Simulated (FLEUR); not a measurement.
# 2 ML Co on Ta(110), 3 substrate layers: parallel and opposed starts, part 2 of 2

Aim: find out whether 2 ML Co on Ta(110), 3 substrate layers carries moments, and which collinear order costs least.

FLEUR MaX-R8.1; PBEsol; all-electron FLAPW film, Dirac cores, scalar-relativistic bands.

So far. Step 2 (Run 1 (ferro ++)): After 80 cycles the largest moment stands at 2.05 μB.

**4. Order 3, typed as no spin polarisation**

A spinless run gives the zero against which the gain from the moments is read.

Contents of inp.xml:

```
<?xml version="1.0" encoding="UTF-8" standalone="no"?>
<fleurInput fleurInputVersion="0.39">
   <comment>
      Ta3Co2
   </comment>
   <calculationSetup>
      <cutoffs Kmax="3.66" Gmax="11.0" GmaxXC="11.0" numbands="0"/>
      <scfLoop itmax="120" minDistance="0.00002" maxIterBroyd="15" imix="Anderson" alpha="0.03" precondParam="0.0" spinf="2.0" sdNocoIR="T"/>
      <coreElectrons ctail="T" frcor="F" kcrel="0" coretail_lmax="0"/>
      <xcFunctional name="PBEs" relativisticCorrections="F"/>
      <magnetism jspins="1"/>
      <soc l_soc="F" theta="0.0" phi="0.0" spav="F"/>
      <expertModes spex="0" secvar="F"/>
      <geometryOptimization l_f="F" forcealpha="1.0" forcemix="BFGS" epsdisp="0.00001" epsforce="0.00001"/>
      <ldaU l_linMix="F" mixParam="0.05" spinf="1.0"/>
   </calculationSetup>
   <cell>
      <bzIntegration valenceElectrons="115.0" mode="hist" fermiSmearingEnergy="0.00293995">
         <kPointListSelection listName="default-1"/>
         <xi:include xmlns:xi="http://www.w3.org/2001/XInclude" href="kpts.xml"> </xi:include>
      </bzIntegration>
      <xi:include xmlns:xi="http://www.w3.org/2001/XInclude" href="sym.xml"> </xi:include>
      <filmLattice scale="1.0" dVac="22.3" dTilda="24.8">
         <bravaisMatrixFilm>
            <row-1>    3.1204669550294879    -4.4130074989117691</row-1>
            <row-2>    3.1204669550294879     4.4130074989117691</row-2>
         </bravaisMatrixFilm>
         <vacuumEnergyParameters vacuum="1" spinUp="-.25" spinDown="-.25"/>
         <vacuumEnergyParameters vacuum="2" spinUp="-.25" spinDown="-.25"/>
      </filmLattice>
   </cell>
   <atomSpecies>
      <species name="Tantalum (Ta)" element="Ta" atomicNumber="73">
         <mtSphere radius="2.57" gridPoints="849" logIncrement="0.016"/>
         <atomicCutoffs lmax="10" lnonsphr="8"/>
         <electronConfig flipSpins="F">
            <coreConfig>(1s1/2) (2s1/2) (2p1/2) (2p3/2) (3s1/2) (3p1/2) (3p3/2) (4s1/2) (3d3/2) (3d5/2) (4p1/2) (4p3/2) (4d3/2) (4d5/2)</coreConfig>
            <valenceConfig>(5s1/2) (5p1/2) (5p3/2) (6s1/2) (4f5/2) (4f7/2) (5d3/2) (5d5/2)</valenceConfig>
            <stateOccupation state="(5d3/2)" spinUp="0.600000" spinDown="0.600000"/>
            <stateOccupation state="(5d5/2)" spinUp="0.900000" spinDown="0.900000"/>
         </electronConfig>
         <energyParameters s="6" p="6" d="5" f="5"/>
         <lo type="SCLO" l="0" n="5" eDeriv="0"/>
         <lo type="SCLO" l="1" n="5" eDeriv="0"/>
         <lo type="SCLO" l="3" n="4" eDeriv="0"/>
      </species>
      <species name="Cobalt (Co)" element="Co" atomicNumber="27">
         <mtSphere radius="2.24" gridPoints="741" logIncrement="0.016"/>
         <atomicCutoffs lmax="8" lnonsphr="6"/>
         <electronConfig flipSpins="F">
            <coreConfig>(1s1/2) (2s1/2) (2p1/2) (2p3/2)</coreConfig>
            <valenceConfig>(3s1/2) (3p1/2) (3p3/2) (4s1/2) (3d3/2) (3d5/2)</valenceConfig>
            <stateOccupation state="(3d3/2)" spinUp="1.400000" spinDown="1.400000"/>
            <stateOccupation state="(3d5/2)" spinUp="2.100000" spinDown="2.100000"/>
         </electronConfig>
         <energyParameters s="4" p="4" d="3" f="4"/>
         <lo type="SCLO" l="0" n="3" eDeriv="0"/>
         <lo type="SCLO" l="1" n="3" eDeriv="0"/>
      </species>
   </atomSpecies>
   <atomGroups>
      <atomGroup species="Tantalum (Ta)">
         <filmPos label="                   1">.0000000000 .0000000000 -8.1810808113</filmPos>
         <force calculate="T" relaxXYZ="TTT"/>
      </atomGroup>
      <atomGroup species="Tantalum (Ta)">
         <filmPos label="                   2">1.000/2.000 1.000/2.000 -3.7680542877</filmPos>
         <force calculate="T" relaxXYZ="TTT"/>
      </atomGroup>
      <atomGroup species="Tantalum (Ta)">
         <filmPos label="                   3">.0000000000 .0000000000 .6449294176</filmPos>
         <force calculate="T" relaxXYZ="TTT"/>
      </atomGroup>
      <atomGroup species="Cobalt (Co)">
         <filmPos label="                   4">1.000/2.000 1.000/2.000 4.6339690143</filmPos>
         <force calculate="T" relaxXYZ="TTT"/>
      </atomGroup>
      <atomGroup species="Cobalt (Co)">
         <filmPos label="                   5">.0000000000 .0000000000 8.1810808113</filmPos>
         <force calculate="T" relaxXYZ="TTT"/>
      </atomGroup>
   </atomGroups>
   <output dos="F" band="F" slice="F">
      <bandDOS minEnergy="-.5*Htr" maxEnergy="0.5*Htr" sigma="0.015" storeEVData="T"/>
      <plotting iplot="0" polar="F">
         <plot TwoD="T" vec1="  1.0  0.0  0.0" vec2="  0.0  1.0  0.0" vec3="  0.0  0.0  1.0" zero="  0.0  0.0 -0.5" file="plot"/>
      </plotting>
      <moessbauerParams electricFieldGradient="F" isomerShift="F" coreHyperfine="F" valenceHyperfine="F"/>
   </output>
</fleurInput>
```

Contents of crystal.txt:

```
Ta3Co2
&input film=T cartesian=F /
1.65128000000  -2.33526300000  0.00000000000
1.65128000000  2.33526300000  0.00000000000
0.00000000000  0.00000000000  1.00000000000
1.8897261246
1.0 1.0 1.0

5
73 0.00000000000  0.00000000000  -8.18108081126
73 0.50000000000  0.50000000000  -3.76805428766
73 0.00000000000  0.00000000000  0.64492941763
27 0.50000000000  0.50000000000  4.63396901430
27 0.00000000000  0.00000000000  8.18108081126

&kpt div1=10 div2=10 div3=1 gamma=T /
```

Launch:

```bash
$ OMP_NUM_THREADS=1 inpgen -f crystal.txt > inpgen.log  # inp.xml is then edited as shown
$ OMP_NUM_THREADS=1 mpirun -n 4 fleur_MPI > fleur.log
```

Log:

```text
[banner, memory and clock lines left out]
Welcome to FLEUR        (www.flapw.de)
      MaX-Release 8.1          (www.max-centre.eu)

 ========== k-point set info ==========
 Selected k-point list: default-1
 k-point list type: mesh
 0 x 0 x 0
 Number of k points: 32

 [... set-up left out ...]
 Iteration:     1   Distance:      59.24066441 me/bohr^3
 Iteration:     2   Distance:      61.32245239 me/bohr^3
 Iteration:     3   Distance:      72.86257536 me/bohr^3
 Iteration:     4   Distance:      37.38486727 me/bohr^3
 Iteration:     5   Distance:      37.91217811 me/bohr^3
[...]
<FermiEnergy value="-0.1794714624" units="Htr"/>
         [... left out ...]
         <totalEnergy value="   -49648.7679259632" units="Htr">
            <sumOfEigenvalues value="   -30418.8362202421">
               <coreElectrons value="-30290.3005075138"/>
               <valenceElectrons value="-128.5357127283"/>
            </sumOfEigenvalues>
         [... left out ...]
            <freeEnergy value="-49648.7789467238"/>
            <extrapolationTo0K value="-49648.7734363435"/>
         </totalEnergy>
         <densityConvergence units="me/bohr^3">
            <chargeDensity spin="1" distance="0.0000143174"/>
         </densityConvergence>
      </iteration>
```

Wall time 4.2 min (4 MPI ranks of Intel Xeon Platinum 8488C (Sapphire Rapids), shared host); peak memory 0.47 GiB.

Read from the output:

| Item | Value |
| --- | --- |
| free energy | -1351012.1006 eV |
| program's band gap on this mesh (in a metal only a level spacing) | 2.36e-5 eV |
| final state | non-magnetic (no spin polarisation) |

It lies 417 meV a seeded atom over the first start.

**5. Ranking**

Free energies are divided by the number of seeded atoms.

Orders:

| start | final state | typed order kept | energy over the lowest (meV a seeded atom) | largest sphere moment (μB) | net moment (μB a primitive cell) | mesh matched | CPU time (s) |
| --- | --- | --- | --- | --- | --- | --- | --- |
| ferro ++ | ferromagnetic | yes | 0 | 2.055 | 3.518 | yes | 2271 |
| no spin polarisation | non-magnetic | - | 417.5 | 0 | 0 | yes | 1006 |

**6. Spin–orbit coupling, moments along z**

Spin–orbit coupling ties the spins to the lattice and lets orbital moments form.

A new self-consistent run of the start ferro ++, with the moments along z.

Contents of inp.xml:

```
<?xml version="1.0" encoding="UTF-8" standalone="no"?>
<fleurInput fleurInputVersion="0.39">
   <comment>
      Ta3Co2
   </comment>
   <calculationSetup>
      <cutoffs Kmax="3.66" Gmax="11.0" GmaxXC="11.0" numbands="215"/>
      <scfLoop itmax="120" minDistance="0.00002" maxIterBroyd="15" imix="Anderson" alpha="0.03" precondParam="0.0" spinf="2.0" sdNocoIR="T"/>
      <coreElectrons ctail="T" frcor="F" kcrel="0" coretail_lmax="0"/>
      <xcFunctional name="PBEs" relativisticCorrections="F"/>
      <magnetism jspins="2"/>
      <soc l_soc="T" theta="0.0" phi="0.0" spav="F"/>
      <expertModes spex="0" secvar="F"/>
      <geometryOptimization l_f="F" forcealpha="1.0" forcemix="BFGS" epsdisp="0.00001" epsforce="0.00001"/>
      <ldaU l_linMix="F" mixParam="0.05" spinf="1.0"/>
   </calculationSetup>
   <cell>
      <bzIntegration valenceElectrons="115.0" mode="hist" fermiSmearingEnergy="0.00293995">
         <kPointListSelection listName="default-1"/>
         <xi:include xmlns:xi="http://www.w3.org/2001/XInclude" href="kpts.xml"> </xi:include>
      </bzIntegration>
      <xi:include xmlns:xi="http://www.w3.org/2001/XInclude" href="sym.xml"> </xi:include>
      <filmLattice scale="1.0" dVac="22.3" dTilda="24.8">
         <bravaisMatrixFilm>
            <row-1>    3.1204669550294879    -4.4130074989117691</row-1>
            <row-2>    3.1204669550294879     4.4130074989117691</row-2>
         </bravaisMatrixFilm>
         <vacuumEnergyParameters vacuum="1" spinUp="-.25" spinDown="-.25"/>
         <vacuumEnergyParameters vacuum="2" spinUp="-.25" spinDown="-.25"/>
      </filmLattice>
   </cell>
   <atomSpecies>
      <species name="Tantalum (Ta)" element="Ta" atomicNumber="73">
         <mtSphere radius="2.57" gridPoints="849" logIncrement="0.016"/>
         <atomicCutoffs lmax="10" lnonsphr="8"/>
         <electronConfig flipSpins="F">
            <coreConfig>(1s1/2) (2s1/2) (2p1/2) (2p3/2) (3s1/2) (3p1/2) (3p3/2) (4s1/2) (3d3/2) (3d5/2) (4p1/2) (4p3/2) (4d3/2) (4d5/2)</coreConfig>
            <valenceConfig>(5s1/2) (5p1/2) (5p3/2) (6s1/2) (4f5/2) (4f7/2) (5d3/2) (5d5/2)</valenceConfig>
            <stateOccupation state="(5d3/2)" spinUp="0.600000" spinDown="0.600000"/>
            <stateOccupation state="(5d5/2)" spinUp="0.900000" spinDown="0.900000"/>
         </electronConfig>
         <energyParameters s="6" p="6" d="5" f="5"/>
         <lo type="SCLO" l="0" n="5" eDeriv="0"/>
         <lo type="SCLO" l="1" n="5" eDeriv="0"/>
         <lo type="SCLO" l="3" n="4" eDeriv="0"/>
      </species>
      <species name="Cobalt (Co2.000" element="Co" atomicNumber="27">
         <mtSphere radius="2.24" gridPoints="741" logIncrement="0.016"/>
         <atomicCutoffs lmax="8" lnonsphr="6"/>
         <electronConfig flipSpins="F">
            <coreConfig>(1s1/2) (2s1/2) (2p1/2) (2p3/2)</coreConfig>
            <valenceConfig>(3s1/2) (3p1/2) (3p3/2) (4s1/2) (3d3/2) (3d5/2)</valenceConfig>
            <stateOccupation state="(3d3/2)" spinUp="1.5" spinDown="1.3"/>
            <stateOccupation state="(3d5/2)" spinUp="3.0" spinDown="1.2"/>
         </electronConfig>
         <energyParameters s="4" p="4" d="3" f="4"/>
         <lo type="SCLO" l="0" n="3" eDeriv="0"/>
         <lo type="SCLO" l="1" n="3" eDeriv="0"/>
      </species>
   </atomSpecies>
   <atomGroups>
      <atomGroup species="Tantalum (Ta)">
         <filmPos label="                   1">.0000000000 .0000000000 -8.1810808113</filmPos>
         <force calculate="T" relaxXYZ="TTT"/>
      </atomGroup>
      <atomGroup species="Tantalum (Ta)">
         <filmPos label="                   2">1.000/2.000 1.000/2.000 -3.7680542877</filmPos>
         <force calculate="T" relaxXYZ="TTT"/>
      </atomGroup>
      <atomGroup species="Tantalum (Ta)">
         <filmPos label="                   3">.0000000000 .0000000000 .6449294176</filmPos>
         <force calculate="T" relaxXYZ="TTT"/>
      </atomGroup>
      <atomGroup species="Cobalt (Co2.000">
         <filmPos label="                   4">1.000/2.000 1.000/2.000 4.6339690143</filmPos>
         <force calculate="T" relaxXYZ="TTT"/>
      </atomGroup>
      <atomGroup species="Cobalt (Co2.000">
         <filmPos label="                   5">.0000000000 .0000000000 8.1810808113</filmPos>
         <force calculate="T" relaxXYZ="TTT"/>
      </atomGroup>
   </atomGroups>
   <output dos="F" band="F" slice="F">
      <bandDOS minEnergy="-.5*Htr" maxEnergy="0.5*Htr" sigma="0.015" storeEVData="T"/>
      <plotting iplot="0" polar="F">
         <plot TwoD="T" vec1="  1.0  0.0  0.0" vec2="  0.0  1.0  0.0" vec3="  0.0  0.0  1.0" zero="  0.0  0.0 -0.5" file="plot"/>
      </plotting>
      <moessbauerParams electricFieldGradient="F" isomerShift="F" coreHyperfine="F" valenceHyperfine="F"/>
   </output>
</fleurInput>
```

Contents of crystal.txt:

```
Ta3Co2
&input film=T cartesian=F /
1.65128000000  -2.33526300000  0.00000000000
1.65128000000  2.33526300000  0.00000000000
0.00000000000  0.00000000000  1.00000000000
1.8897261246
1.0 1.0 1.0

5
73 0.00000000000  0.00000000000  -8.18108081126
73 0.50000000000  0.50000000000  -3.76805428766
73 0.00000000000  0.00000000000  0.64492941763
27 0.50000000000  0.50000000000  4.63396901430 : 2.000
27 0.00000000000  0.00000000000  8.18108081126 : 2.000

&soc 0.0000000 0.0000000 /
&kpt div1=10 div2=10 div3=1 gamma=T /
```

Log:

```text
[banner, memory and clock lines left out]
Welcome to FLEUR        (www.flapw.de)
      MaX-Release 8.1          (www.max-centre.eu)

 ========== k-point set info ==========
 Selected k-point list: default-1
 k-point list type: mesh
 10 x 10 x 1
 Number of k points: 52

 [... set-up left out ...]
 Iteration:     1   Distance:      42.41252273 me/bohr^3
 Iteration:     2   Distance:      56.65661702 me/bohr^3
 Iteration:     3   Distance:      29.79743154 me/bohr^3
 Iteration:     4   Distance:      35.47490475 me/bohr^3
 Iteration:     5   Distance:      33.83968268 me/bohr^3
 Iteration:     6   Distance:      33.81797486 me/bohr^3
 Iteration:     7   Distance:      30.72804489 me/bohr^3
 Iteration:     8   Distance:      20.48219307 me/bohr^3
 Iteration:     9   Distance:      10.62699744 me/bohr^3
 Iteration:    10   Distance:      15.35764343 me/bohr^3
[... 57 iterations left out ...]
 Iteration:    68   Distance:       0.00022471 me/bohr^3
 Iteration:    69   Distance:       0.00012130 me/bohr^3
 Iteration:    70   Distance:       0.00014729 me/bohr^3
 Iteration:    71   Distance:       0.00004700 me/bohr^3
 Iteration:    72   Distance:       0.00025185 me/bohr^3
 Iteration:    73   Distance:       0.00003522 me/bohr^3
 Iteration:    74   Distance:       0.00002828 me/bohr^3
 Iteration:    75   Distance:       0.00005650 me/bohr^3
 Iteration:    76   Distance:       0.00003749 me/bohr^3
 Iteration:    77   Distance:       0.00000993 me/bohr^3

 ********************************************************************
 Run finished successfully
 Stop message:
   all done
 ********************************************************************

--- out.xml (last complete iteration) ---
<iteration numberForCurrentRun="   77" overallNumber="   77">
         [... left out ...]
         <bandgap value="0.0000000000" units="eV"/>
         <sumValenceSingleParticleEnergies value="-127.6623063609" units="Htr"/>
         <FermiEnergy value="-0.1631406134" units="Htr"/>
         [... left out ...]
         <magneticMomentsInMTSpheres units="muBohr">
            <globalMagMoment atomType="1" vec="0.00000   0.00000  -0.00513"/>
            <globalMagMoment atomType="2" vec="0.00000   0.00000  -0.01442"/>
            <globalMagMoment atomType="3" vec="0.00000   0.00000  -0.03379"/>
            <globalMagMoment atomType="4" vec="0.00000   0.00000   1.67512"/>
            <globalMagMoment atomType="5" vec="0.00000   0.00000   2.05075"/>
         </magneticMomentsInMTSpheres>
         <orbitalMomentsInMTSpheres units="muBohr">
            <globalMagMoment atomType="1" vec="0.00000   0.00000   0.00083"/>
            <globalMagMoment atomType="2" vec="0.00000   0.00000   0.00365"/>
            <globalMagMoment atomType="3" vec="0.00000   0.00000  -0.00202"/>
            <globalMagMoment atomType="4" vec="0.00000   0.00000   0.11595"/>
            <globalMagMoment atomType="5" vec="0.00000   0.00000   0.15592"/>
         </orbitalMomentsInMTSpheres>
         [... left out ...]
         <totalEnergy value="   -49648.8854283295" units="Htr">
            <sumOfEigenvalues value="   -30416.0212260065">
               <coreElectrons value="-30288.3589196456"/>
               <valenceElectrons value="-127.6623063609"/>
            </sumOfEigenvalues>
         [... left out ...]
            <freeEnergy value="-49648.8916453203"/>
            <extrapolationTo0K value="-49648.8885368249"/>
         </totalEnergy>
         <densityConvergence units="me/bohr^3">
            <chargeDensity spin="1" distance="0.0000040637"/>
            <chargeDensity spin="2" distance="0.0000082955"/>
            <overallChargeDensity distance="0.0000099308"/>
            <spinDensity distance="0.0000084874"/>
         </densityConvergence>
      </iteration>
```

Wall time 40 min (4 MPI ranks); peak memory 1.3 GiB; 2.7 h of CPU time.

Spin moment in the muffin-tin sphere by atom:

| atom | spin moment in the muffin-tin sphere (μB) |
| --- | --- |
| Ta1 | -0.01 |
| Ta2 | -0.01 |
| Ta3 | -0.03 |
| Co4 | 1.68 |
| Co5 | 2.05 |

Numbers from this step:

* free energy: -1351015.1672 eV
* program's band gap on this mesh (in a metal only a level spacing): 0 eV
* magnetization: 3.510 μB
* final state: ferromagnetic
* orbital moment along the spin: 0.1559 μB

Orbital moment in the sphere, along the spin axis by atom:

```
atom  orbital moment in the sphere, along the spin axis (μB)
 Ta1                                                   0.001
 Ta2                                                   0.004
 Ta3                                                  -0.002
 Co4                                                   0.116
 Co5                                                   0.156
```

**7. Summary of results**

```
lower run                                                                   : with moments
largest site spin moment                                                    : 2.05 μB
next finished state                                                         : non-magnetic, 417 meV a seeded atom higher
energy gained by spin polarisation                                          : 417 meV a seeded atom
orbital moment on the atom of largest spin, along its spin (spin–orbit run) : 0.156 μB
```

**Reading.** No opposed order could be compared. The parallel start holds moments up to 2.05 μB. 1 start gave no converged result and is missing from the ranking; where cut off, the energy had nearly settled 174 meV a seeded atom over the lowest. The orbital moment is parallel to the spin, as Hund's third rule has it for a shell over half filled. No antiferromagnetic order was obtained, so the session says nothing on how the moments order. A substrate of 3 unrelaxed layers is a model; thickness and relaxation can move these numbers.

[Logs and program files are shortened in this print: banners, set-up blocks, solver, clock and traceback lines can be left out without a mark of their own.]

[Logs are printed without paths, hosts, clocks, repeated set-up lines and the standing remarks that a program may print on its own settings, such as how far it seeks lower states.]

[Hosts, paths, dates, database ids (printed as entryN), source tags and the programs' standing remarks are cut or masked in the printed files.]

[Where a cell is said to come from a database of computed structures, the database is the Materials Project.]
